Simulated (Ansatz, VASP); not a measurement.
# MgS: VASP beside Ansatz

```
CELL_PARAMETERS angstrom
0.00000 2.71755 2.60152
2.71755 0.00000 2.60152
2.71755 2.71755 0.00000
ATOMIC_POSITIONS crystal
Mg 0.00000 0.00000 0.00000
S 0.50000 0.50000 0.50000
```

Change from the starting cell: biaxial_xy strain +4.5%.

Alike in both runs: task single point; functional HSE06; k mesh 6 × 6 × 6; no spin polarisation.

```csv
,VASP,Ansatz
version,VASP 6.6.1,Ansatz 0.2.0
potentials or method,"VASP PAW PBE potentials, release 64 (Mg, S)","plane waves, PAW"
plane-wave cutoff (eV),520,420
occupations,"gaussian, width 0.01 eV",fixed
valence electrons in the cell,8,16
```

Ansatz gave:

| Item | Value |
| --- | --- |
| gap on the k mesh at the Fermi level (eV) | 3.41 |
| pressure (GPa) | -5.9 |
| largest component of the traceless stress (GPa) | 1.85 |

Task: Which values does VASP return?

Result: gap on the k mesh at the Fermi level (eV): 3.35; pressure (GPa): -6.2; largest component of the traceless stress (GPa): 1.82.

The two sets of potentials don't hold the same shells in valence. Ansatz warned: «stress_exchange_threshold_loose».

Caveats: the PAW data sets were made with another functional, which shifts forces and pressure a little (VASP). A k mesh can miss the band edges.
